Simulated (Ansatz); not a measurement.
# SnSe: the crystal squeezed far

An exercise on one series of results from a longer session: the logs are not shown, and one member is left open.

Computed with Ansatz 0.2.0 (DFT PBE, with the methods named in each step, unless a step's input says otherwise).

1 further run of the same task is left out (it didn't finish).

### The starting structure

Symmetry: F-43m, No. 216, cubic system. Conventional cell: a = 6.109 Å, b = 6.109 Å, c = 6.109 Å, α = 90.00°, β = 90.00°, γ = 90.00°. Around Sn (site symmetry -43m) lie 4 Se at 2.65 Å. Se (site symmetry -43m) is surrounded by 4 Sn at 2.65 Å.

Structure file:

```
CELL_PARAMETERS angstrom
0.00000 3.05467 3.05467
3.05467 0.00000 3.05467
3.05467 3.05467 0.00000
ATOMIC_POSITIONS crystal
Sn 0.00000 0.00000 0.00000
Se 0.25000 0.25000 0.25000
```

Whether this phase is the stable one at these pressures isn't tested.

Atoms are numbered in the order of the input: Sn1, Se2.

Set-up of the first run:

File input.yaml:

```yaml
crystal:
  lattice:
    - [0.0, 3.0546685047, 3.0546685047]
    - [3.0546685047, 0.0, 3.0546685047]
    - [3.0546685047, 3.0546685047, 0.0]
  atoms:
    - { symbol: Sn, position: [0.0, 0.0, 0.0] }
    - { symbol: Se, position: [0.25, 0.25, 0.25] }
kpoints:
  mp_grid: { grid: [11, 11, 11] }
scf:
  occupations: { method: fermi_dirac, width: 0.05 }
hamiltonian:
  xc: pbe
  pseudopotentials: { kind: paw }
output:
  forces: true
  stress: true
relax:
  f_tol: 0.005
  max_steps: 40
  cell: {}
```

Launch:

```console
$ ansatz run input.yaml --threads 1 --pin off --max-ram 2048MiB --backend cpu --events-out ev --progress --plain --runs-dir out
```

Steps of the session up to this table: Cell relaxed at zero pressure, PAW; Volume scaled by 1, PAW; Volume scaled by 0.94, PAW; Volume scaled by 0.88, PAW; Volume scaled by 0.8, PAW; Volume scaled by 0.72, PAW; Volume scaled by 0.64, PAW; Volume scaled by 0.55, PAW; Volume scaled by 0.55, PAW (level accurate).

One of the session's tables, all rows but one given; the rest of the session is left out.

| method | volume over the first | volume (Å³/atom) | pressure (GPa) |
| --- | --- | --- | --- |
| PAW | 1 | 38.923 | 0.01 |
| PAW | 0.94 | 36.587 | 2.10 |
| PAW | 0.88 | 34.252 | 4.79 |
| PAW | 0.8 | 31.138 | 9.70 |
| PAW | 0.72 | 28.024 | 17.14 |
| PAW | 0.64 | 24.911 | 29.64 |
| PAW | 0.55 | 21.407 | 53.74 |
| PAW (level accurate) | 0.55 | ? | ? |

Q: Estimate the row for PAW (level accurate), 0.55 from the others.

**Answer.** volume (Å³/atom): 21.407; pressure (GPa): 53.70.
